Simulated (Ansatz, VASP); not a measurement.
Two plane-wave programs on Si

```
Si
1.0
     3.75587    0.00000    0.00000
    -1.87794    3.25268    0.00000
     0.00000    0.00000    6.69146
Si
4
Direct
  0.33333 0.66667 0.08179
  0.66667 0.33333 0.58179
  0.33333 0.66667 0.41821
  0.66667 0.33333 0.91821
```

Alike in both runs: task single point; functional PBE; k mesh 12 × 12 × 6; occupations gaussian, width 0.05 eV; no spin polarisation.

|  | VASP | Ansatz |
| --- | --- | --- |
| version | VASP 6.6.1 | Ansatz 0.2.0 |
| potentials or method | VASP PAW PBE potentials, release 64 (Si) | scalar-relativistic, plane waves, PAW |
| plane-wave cutoff (eV) | 520 | 420 |
| valence electrons in the cell | 16 | 16 |

```tsv
	VASP	Ansatz	Ansatz less VASP
gap on the k mesh at the Fermi level (eV)	none	none	-
pressure (GPa)	-0.8	-0.8	+0.06
largest component of the traceless stress (GPa)	0.99	0.90	-0.088
rms of the force components (eV/Å)	1.581	1.586	+0.0043
```

Atom by atom the forces differ by 0.004 eV/Å (rms over components). A gap of «none» marks a metal or a gap that the smearing closes.

Caveats: forces of over 1 eV/Å show positions far from the minimum, so gaps and moduli don't describe the material at rest.
